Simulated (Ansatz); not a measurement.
Point defect: Mn on a Si site in Si

Theory: Ansatz 0.2.0, DFT PBE, scalar-relativistic, plane waves, PAW. Settings: 420 eV cutoff, 2×2×2 k-mesh, shifted by half a step, Gaussian smearing of 0.02 eV, collinear spin.

Host crystal, relaxed:

```cif
data_structure
_symmetry_space_group_name_H-M 'P 1'
_symmetry_Int_Tables_number 1
_cell_length_a 3.8513
_cell_length_b 3.8513
_cell_length_c 6.3650
_cell_angle_alpha 90.000
_cell_angle_beta 90.000
_cell_angle_gamma 120.000
_cell_volume 81.76
loop_
_atom_site_label
_atom_site_type_symbol
_atom_site_fract_x
_atom_site_fract_y
_atom_site_fract_z
_atom_site_occupancy
Si1 Si 0.33333 0.66667 0.06293 1
Si2 Si 0.66667 0.33333 0.56293 1
Si3 Si 0.33333 0.66667 0.43707 1
Si4 Si 0.66667 0.33333 0.93707 1
```

Supercell of 48 atoms, rows in host cell vectors: -2 -2 1; 2 0 1; 0 2 1. Atoms relax at the host's cell, keeping the symmetry that the supercell leaves at the site. The cell is small, so energies carry finite-size errors of tenths of an eV. The host's Kohn–Sham gap is 0.45 eV. Atoms are taken from and returned to the elements' standard states. Charged cells are corrected for image charges with the computed static dielectric tensor (mean 13.0) and aligned with the host's potential at far atoms (alignment terms reach 0.07 eV). No band-filling term is added, and the Fermi level counts from the host's valence band top.

Defect: Mn on a Si site at (0.333, 0.667, 0.063) of the host cell.

Question: What is the formation energy of the neutral defect?

Answer: 2.19 eV.

Question: Does the neutral defect carry a moment, and how do its surroundings relax?

Answer: It changes the cell's moment by 3.00 μB. The nearest neighbours before are 3 Si at 2.36 Å, 1 Si at 2.38 Å; after relaxation the atoms near the site are 1 Si at 2.37 Å, 3 Si at 2.39 Å; the largest move is 0.09 Å.

Question: Charges +1, 0, -1 were computed. Which is stable where in the gap?

Answer: Among the charges computed the stable one is 0 at the valence band top, changing to -1 at 0.26 eV. In charge +1 the extra carrier would gain by moving to a band edge of the host, so it isn't bound in the gap, though by less than the errors named above. In charge -1 the cell has partly filled bands: a level of the defect may be part filled, the carrier may sit in the host's bands, or levels may cross between the k points, so transitions that involve it are doubtful. Levels between neighbouring charges: (+1/0) -0.20 eV, (0/-1) 0.26 eV.